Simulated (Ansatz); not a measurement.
# ZnS (Wurtzite-6H) (P6_3mc) in Ansatz: a series of runs, part 2 of 2

Ansatz 0.2.0.

### Step 3. Band structure, PBEsol

File input.yaml:

```yaml
crystal:
  lattice:
    - [3.812, 0.0, 0.0]
    - [-1.906, 3.3012888392, 0.0]
    - [0.0, 0.0, 18.68999]
  atoms:
    - { symbol: Zn, position: [0.3333333333, 0.6666666667, 0.83333] }
    - { symbol: Zn, position: [0.6666666667, 0.3333333333, 0.33333] }
    - { symbol: Zn, position: [0.6666666667, 0.3333333333, 0.66667] }
    - { symbol: Zn, position: [0.3333333333, 0.6666666667, 0.16667] }
    - { symbol: Zn, position: [0.0, 0.0, 0.5] }
    - { symbol: Zn, position: [0.0, 0.0, 0.0] }
    - { symbol: S, position: [0.3333333333, 0.6666666667, 0.95833] }
    - { symbol: S, position: [0.6666666667, 0.3333333333, 0.45833] }
    - { symbol: S, position: [0.6666666667, 0.3333333333, 0.79167] }
    - { symbol: S, position: [0.3333333333, 0.6666666667, 0.29167] }
    - { symbol: S, position: [0.0, 0.0, 0.625] }
    - { symbol: S, position: [0.0, 0.0, 0.125] }
hamiltonian:
  xc: pbesol
  pseudopotentials: { kind: paw }
kpoints:
  mp_grid: { grid: [8, 8, 2] }
  band_path:
    path:
      - [[0.0, 0.0, 0.0], [0.5, 0.0, 0.0], [0.3333333333, 0.3333333333, 0.0], [0.0, 0.0, 0.0], [0.0, 0.0, 0.5], [0.5, 0.0, 0.5], [0.3333333333, 0.3333333333, 0.5], [0.0, 0.0, 0.5]]
      - [[0.5, 0.0, 0.5], [0.5, 0.0, 0.0]]
      - [[0.3333333333, 0.3333333333, 0.0], [0.3333333333, 0.3333333333, 0.5]]
    npoints: 10
scf:
  occupations: { method: fermi_dirac, width: 0.05 }
  n_extra_bands: 30
output:
  forces: true
  stress: true
  eigenvalues: true
  fatbands: false
  write_density: true
  write_potential: true
  elf: true
  volumetric_format: npy
```

Potentials or basis: Ansatz PAW.

Started as:

```
$ ansatz run input.yaml --threads 4 --pin off --max-ram 11264MiB --backend cpu --events-out ev --progress --plain --runs-dir out
```

Output:

```text
Warning: RAYON_NUM_THREADS=4 ignored (pool sized by the plan → 4); use --threads N
scf.n_extra_bands = 30 over 54 filled bands (N_el = 108.0): the run solves 84 bands
Engine: ansatz 0.2.0, x86_64-unknown-linux-gnu
Pseudopotentials: kind: paw
Pseudopotential: Zn, paw, valence charge 12, recommended cutoff 420 eV (normal), Zn.paw.azcp
Pseudopotential: S, paw, valence charge 6, recommended cutoff 420 eV (normal), S.paw.azcp
Functional definition: PBEsol
  exchange = pbesol_x
  correlation = pbesol_c
Crystal: 12 atoms, lattice volume = 235.204 Å³
Basis set: ecut = 420 eV, 4611 PW (Γ), exchange–correlation on 54×54×250 points (8 copies of the dense FFT grid, shifted against one another)
Bands: 84, of which v1, the nominal top of the filled ones, is band 54 counted from 1 (53 counted from 0)
Symmetry: 12 space group operations
Space group: P63mc (ITA 186), of the structure as read, at distance tolerance 6.2e-5 Å
k-points: 20 of 128
Non-local potential: Zn, projectors of the file, l = 0: 2, l = 1: 2, l = 2: 3, l = 3: 1
Non-local potential: S, projectors of the file, l = 0: 2, l = 1: 2, l = 2: 2
PAW form: soft (Blöchl's): semilocal exchange-correlation on the pseudo side does not see the compensation charge
PAW frozen core: Zn, regenerated for the run's functional, and the local potential with it (the file was generated under x = pbe(κ = 0.804, μ = 0.2195149727645171), c = pbe(β = 0.06672455060314922))
PAW frozen core: S, regenerated for the run's functional, and the local potential with it (the file was generated under x = pbe(κ = 0.804, μ = 0.2195149727645171), c = pbe(β = 0.06672455060314922))
PAW one-centre angular grid: Zn, 590 points (default); XC on 64 Gauss nodes
PAW one-centre angular grid: S, 110 points (default); XC on 64 Gauss nodes
Initial density: superposition of atomic densities (neutral atoms: chi_scale 0, normalization atom), corrected by the library's trained network
Initial wavefunctions: pseudopotential atomic-orbital guess
Functional: x = pbesol(κ = 0.804, μ = 0.12345679012345678), c = pbesol(β = 0.046)
SCF iter   1: F=—  HF=-25004.637917 eV  |F-HF|=—  |Δ(HF+E_count)|=         —  Δρ=5.50e-3  dr2=8.47e-2  ethr=1.77e-3  ⟨swp⟩=7.5  Hψ=8093  notcnv=0  defer=140
preconditioner: auto → Resta (q_TF=auto, 2.396 Å⁻¹)  ε∞=4.8  [insulator: Δε(μ)=1.971 eV  Ē_g=12.969 eV  σ=0.050 eV  W_gap=1.00  n_scr=68 (ndim 8)  ℏωp=25.2 eV  f_vac=0.030  D(μ)=0.00/eV (n_scr^D=0)  ε∞_Penn≈4.8]
SCF iter   2: F=—  HF=-25004.614668 eV  |F-HF|=—  |Δ(HF+E_count)|=   2.32e-2  Δρ=1.95e-3  dr2=1.56e-2  ethr=7.84e-5  ⟨swp⟩=2.5  Hψ=3012  notcnv=0  defer=300
SCF iter   3: F=—  HF=-25004.611857 eV  |F-HF|=—  |Δ(HF+E_count)|=   2.81e-3  Δρ=1.47e-3  dr2=3.37e-3  ethr=1.44e-5  ⟨swp⟩=2.0  Hψ=2245  notcnv=0  defer=300
SCF iter   4: F=—  HF=-25004.610542 eV  |F-HF|=—  |Δ(HF+E_count)|=   1.32e-3  Δρ=3.84e-4  dr2=3.43e-4  ethr=3.12e-6  ⟨swp⟩=2.0  Hψ=1944  notcnv=0  defer=300
SCF iter   5: F=—  HF=-25004.610692 eV  |F-HF|=—  |Δ(HF+E_count)|=   1.50e-4  Δρ=8.02e-5  dr2=2.24e-5  ethr=3.18e-7  ⟨swp⟩=2.9  Hψ=2234  notcnv=0  defer=300
SCF iter   6: F=—  HF=-25004.610592 eV  |F-HF|=—  |Δ(HF+E_count)|=   1.01e-4  Δρ=3.53e-5  dr2=2.34e-6  ethr=2.07e-8  ⟨swp⟩=2.0  Hψ=2298  notcnv=0  defer=300
SCF iter   7: F=—  HF=-25004.610594 eV  |F-HF|=—  |Δ(HF+E_count)|=   2.32e-6  Δρ=7.30e-6  dr2=1.37e-7  ethr=2.16e-9  ⟨swp⟩=2.0  Hψ=2238  notcnv=0  defer=300
SCF iter   8: F=—  HF=-25004.610594 eV  |F-HF|=—  |Δ(HF+E_count)|=   1.29e-7  Δρ=7.64e-6  dr2=8.61e-8  ethr=9.26e-11  ⟨swp⟩=16.5  Hψ=13386  notcnv=0
SCF iter   9: F=-25004.610594 eV  HF=-25004.610594 eV  |F-HF|=1.69e-9  |Δ(HF+E_count)|=   3.08e-8  Δρ=1.75e-6  dr2=6.20e-9  ethr=7.97e-11  ⟨swp⟩=7.6  Hψ=8397  notcnv=0
SCF 1 converged in 9 iterations: F = -25004.610594 eV  dr2 = 6.20e-9
NSCF: frozen V_eff on 93 k-points
SCF converged after 9 iterations
Free energy (F): -25004.610594 eV
Harris-Foulkes:  -25004.610594 eV  (|F-HF|=1.69e-9)
Internal energy: -25004.610594 eV  (E = F + TS)
E sigma→0 (E₀):  -25004.610594 eV
Fermi energy:    6.825545 eV
--- Per-component energies (eV) ---
  E_band       = 22.842572
  E_kinetic    = 1428.648028
  E_local      = -12231.317645  (includes V_loc(G=0)·N_el)
  E_nonlocal   = 3864.215763
  E_hartree    = 5104.521922
  E_xc         = -1390.885343
  E_vxc        = -839.547178  (∫ρ·V_xc dr)
  E_paw        = -14251.572169  (= ΣΔE_a)
  E_vpaw       = -2408.201670  (= ΣTr[D̂ρ^β])
  E_aug_tail   = -0.002219  (compensation charges beyond the density's cutoff)
  E_ewald      = -7533.374756
  E_core_change = 5.155825  (= ΣΔE_core)
  E_smearing   = -0.000000  (= −TS)
  E_closure    = -0.000000  (closes the sum)
  Σ components = -25004.610594   (vs F -25004.610594, Δ=0.00e0)
--- Forces (eV/Å), atoms counted from 1 ---
  atom   1  Zn     0.00000000    -0.00000000     0.00216582
  atom   2  Zn     0.00000000     0.00000000     0.00216582
  atom   3  Zn    -0.00000000    -0.00000000     0.01121635
  atom   4  Zn    -0.00000000     0.00000000     0.01121635
  atom   5  Zn     0.00000000     0.00000000    -0.00468411
  atom   6  Zn     0.00000000    -0.00000000    -0.00468411
  atom   7  S     -0.00000000     0.00000000    -0.02717698
  atom   8  S      0.00000000    -0.00000000    -0.02717698
  atom   9  S      0.00000000     0.00000000    -0.00683791
  atom  10  S      0.00000000    -0.00000000    -0.00683791
  atom  11  S      0.00000000     0.00000000     0.02532031
  atom  12  S      0.00000000    -0.00000000     0.02532031
  max |Σ_I F_I| component: 6.95e-6 eV/Å
--- Stress (GPa, compression-positive) ---
       -1.513907       0.000000       0.000000
        0.000000      -1.513907       0.000000
       -0.000000      -0.000000      -1.467852
  P = ⅓ Tr σ = -1.4986 GPa (-14.986 kbar)
--- Band table (eV; the first three rows and the last of 20) ---
  k-point 0: bands = ["-7.4317", "-7.2267", "-7.2185", "-6.7516", "-6.7431", "-6.4714", "-0.6310", "-0.6248", "-0.6217", "-0.6217", "-0.6200", "-0.6020", "-0.6020", "-0.5826", "-0.5826", "-0.5464", "-0.5464", "-0.5320", "-0.5320", "-0.5162", "-0.5162", "-0.4855", "-0.4772", "-0.1380", "-0.1380", "-0.1342", "-0.1342", "-0.1187", "-0.1187", "-0.1137", "-0.1137", "-0.0945", "-0.0945", "-0.0846", "-0.0846", "0.0794", "0.3696", "1.8083", "1.8179", "4.0290", "4.0464", "4.8808", "4.8808", "5.0760", "5.0760", "5.0889", "5.0889", "5.5197", "5.5197", "5.5311", "5.5311", "5.7515", "5.7754", "5.7754", "7.8000", "8.8692", "8.9173", "8.9918", "9.0275", "9.1568", "11.9407", "11.9996", "11.9996", "12.0320", "12.1022", "12.2288", "12.2288", "12.4476", "12.4476", "12.5316", "12.5316", "12.7993", "12.7993", "12.9603", "12.9603", "13.4097", "13.5462", "14.6310", "16.1419", "16.1419", "16.5044", "16.5044", "17.0440", "17.1720"]
  k-point 1: bands = ["-7.3772", "-7.3772", "-6.9958", "-6.9958", "-6.5484", "-6.5484", "-0.6279", "-0.6279", "-0.6146", "-0.6146", "-0.6146", "-0.6146", "-0.5911", "-0.5911", "-0.5642", "-0.5642", "-0.5642", "-0.5642", "-0.5215", "-0.5215", "-0.5215", "-0.5215", "-0.2405", "-0.2405", "-0.1359", "-0.1359", "-0.1359", "-0.1359", "-0.1171", "-0.1171", "-0.1171", "-0.1171", "-0.0888", "-0.0888", "-0.0888", "-0.0888", "0.9216", "0.9216", "2.8807", "2.8807", "4.9337", "4.9337", "4.9337", "4.9337", "5.1458", "5.1458", "5.2961", "5.2961", "5.2961", "5.2961", "5.7061", "5.7061", "5.7061", "5.7061", "8.2948", "8.2948", "8.9271", "8.9271", "9.1921", "9.1921", "11.9916", "11.9916", "12.0870", "12.0870", "12.0870", "12.0870", "12.5238", "12.5238", "12.5238", "12.5238", "12.5419", "12.5419", "12.8708", "12.8708", "12.8708", "12.8708", "14.3066", "14.3066", "16.3704", "16.3704", "16.3704", "16.3704", "17.0297", "17.0297"]
  k-point 2: bands = ["-7.3245", "-7.1279", "-7.1197", "-6.6758", "-6.6674", "-6.4123", "-0.6458", "-0.6409", "-0.6223", "-0.6046", "-0.6006", "-0.5786", "-0.5709", "-0.5608", "-0.5593", "-0.5495", "-0.5391", "-0.5178", "-0.5118", "-0.5033", "-0.4847", "-0.4629", "-0.4492", "-0.1543", "-0.1514", "-0.1466", "-0.1367", "-0.1328", "-0.1228", "-0.1209", "-0.1056", "-0.0997", "-0.0897", "-0.0819", "-0.0796", "0.1196", "0.5288", "1.8589", "1.8673", "3.7790", "3.8046", "4.1091", "4.3915", "4.4115", "4.6304", "4.8059", "4.8546", "4.8628", "5.0117", "5.1049", "5.3564", "5.3649", "5.6184", "5.6443", "8.6095", "9.4529", "9.5801", "9.6073", "9.6788", "9.8624", "11.3102", "11.3599", "11.6924", "12.0689", "12.2403", "12.2727", "12.3081", "12.4883", "12.5457", "12.5635", "12.7384", "12.9956", "13.0254", "13.1956", "13.2368", "13.4827", "13.5954", "14.4786", "15.1904", "15.5988", "16.0591", "16.3646", "16.4844", "16.7210"]
  k-point 19: bands = ["-6.3083", "-6.3083", "-6.2442", "-6.2442", "-6.1841", "-6.1841", "-0.5535", "-0.5535", "-0.5190", "-0.5190", "-0.4650", "-0.4650", "-0.4329", "-0.4329", "-0.3987", "-0.3987", "-0.3448", "-0.3448", "-0.2479", "-0.2479", "-0.2186", "-0.2186", "-0.1770", "-0.1770", "-0.1381", "-0.1381", "-0.1152", "-0.1152", "-0.0964", "-0.0964", "0.0986", "0.0986", "0.1404", "0.1404", "0.2137", "0.2137", "0.8954", "0.8954", "1.1203", "1.1203", "1.2696", "1.2696", "2.4663", "2.4663", "2.8070", "2.8070", "3.2191", "3.2191", "3.6922", "3.6922", "4.0714", "4.0714", "4.3367", "4.3367", "10.0721", "10.0721", "10.3810", "10.3810", "10.8076", "10.8076", "11.6062", "11.6062", "11.8136", "11.8136", "12.2519", "12.2519", "12.9046", "12.9046", "13.6466", "13.6466", "14.1284", "14.1284", "14.5283", "14.5283", "15.1894", "15.1894", "15.3870", "15.3870", "16.2646", "16.2646", "16.7340", "16.7340", "16.9358", "16.9358"]
```

Wall time 41 s (4 threads of Intel Xeon at 2.70GHz, shared host); peak memory 1.5 GiB.

What came out:

| Quantity | Value |
| --- | --- |
| Free energy | -25004.6106 eV |
| Pressure | -1.5 GPa |
| Largest force | 0.027 eV/Å |
| Band gap on the k mesh | 2.02 eV, direct |
| Band gap along the path | 2.02 eV, direct |

Forces in eV/Å, atoms in the order of the input:
```
Zn   0.000  0.000  0.002
Zn   0.000  0.000  0.002
Zn   0.000  0.000  0.011
Zn   0.000  0.000  0.011
Zn   0.000  0.000 -0.005
Zn   0.000  0.000 -0.005
S    0.000  0.000 -0.027
S    0.000  0.000 -0.027
S    0.000  0.000 -0.007
S    0.000  0.000 -0.007
S    0.000  0.000  0.025
S    0.000  0.000  0.025
```

Levels at the corners of the path, in eV from the valence-band top:
```tsv
point	band 52	band 53	band 54	band 55	band 56	band 57
Γ	-0.02	0.00	0.00	2.02	3.09	3.14
M	-1.28	-1.11	-0.89	3.31	3.42	3.46
K	-1.57	-1.51	-1.51	4.29	4.29	4.29
Γ	-0.02	0.00	0.00	2.02	3.09	3.14
A	-0.07	-0.07	-0.07	2.52	2.52	3.15
L	-1.24	-1.00	-1.00	3.22	3.22	3.72
H	-1.73	-1.58	-1.58	4.54	4.54	4.63
A	-0.07	-0.07	-0.07	2.52	2.52	3.15
L	-1.24	-1.00	-1.00	3.22	3.22	3.72
M	-1.28	-1.11	-0.89	3.31	3.42	3.46
K	-1.57	-1.51	-1.51	4.29	4.29	4.29
H	-1.73	-1.58	-1.58	4.54	4.54	4.63
```

Caveat: the cell's inner coordinates are idealised or old, which leaves forces on the atoms; the PAW data sets come from PBE, with cores solved anew for the run's functional, which leaves a small shift of forces and pressure.

### Step 4. Comparison with measurements

Step 2. A measured gap of ZnS is 3.911 eV (direct; 4 K; a printed reference work, monograph); the calculated 1.91 eV misses it by -2.00 eV. So large a miss can be the level of theory's own, or it may mean another phase, state or a wrong row. The value is that of LDA, without temperature or zero-point motion. Semilocal functionals fall short of measured gaps as a rule.

Step 3. Against the measured gap of ZnS, 3.911 eV (direct; 4 K; a printed reference work, monograph), the calculated 2.02 eV is off by -1.89 eV. The value is that of PBEsol, without temperature or zero-point motion. Semilocal functionals fall short of measured gaps as a rule.
